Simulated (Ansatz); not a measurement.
Crystal: MnO.

```xyz
2
Lattice="0.0000 2.2239 2.2239 2.2239 0.0000 2.2239 2.2239 2.2239 0.0000" Properties=species:S:1:pos:R:3 pbc="T T T"
Mn    0.0000    0.0000    0.0000
O     2.2239    2.2239    2.2239
```

The cell is a database's computed one.

Base run:

| Property | Result |
| --- | --- |
| Program | Ansatz 0.2.0 |
| Functional | r2SCAN |
| Potentials or basis | Ansatz PAW |
| Cutoff | 500 eV (not typed: the program's choice for these potentials) |
| k mesh | 10 × 10 × 10 |
| Occupations | fermi-dirac, width 0.05 eV |
| Spin | collinear spin, ferromagnetic start |
| Starting moments | [4.0, 0.0] μB |

Its results: band gap on the k mesh none (metal or under the smearing width); pressure 0.3 GPa; net moment 5.00 μB per cell; site moments Mn +4.26; O +0.26 μB.

Task: After a change of settings the same cell gave: band gap on the k mesh none (metal or under the smearing width); pressure -7.2 GPa; net moment 4.77 μB per cell; site moments Mn +4.03; O +0.23 μB. Which change was it?
A. functional from r2SCAN to r2SCAN50; k mesh from 10 × 10 × 10 to 5 × 5 × 5
B. functional from r2SCAN to PBEsol; cutoff from 500 eV (not typed: the program's choice for these potentials) to 420 eV (not typed: the program's choice for these potentials)
C. functional from r2SCAN to PBEsol0; cutoff from 500 eV (not typed: the program's choice for these potentials) to 420 eV (not typed: the program's choice for these potentials); k mesh from 10 × 10 × 10 to 5 × 5 × 5
D. functional from r2SCAN to B3LYP; cutoff from 500 eV (not typed: the program's choice for these potentials) to 420 eV (not typed: the program's choice for these potentials); k mesh from 10 × 10 × 10 to 5 × 5 × 5

Result: B.

Caveats: a cell with one magnetic atom can't hold antiferromagnetic order, which such compounds often take; semilocal functionals often make such compounds metallic where correlation or magnetic order opens a gap, which also shifts bond lengths; the PAW data sets come from PBE, with cores solved anew for the run's functional, which leaves a small shift of forces and pressure; the magnetic or orbital state may not be the lowest (some runs).

Runs at the PBE level aren't shown here.
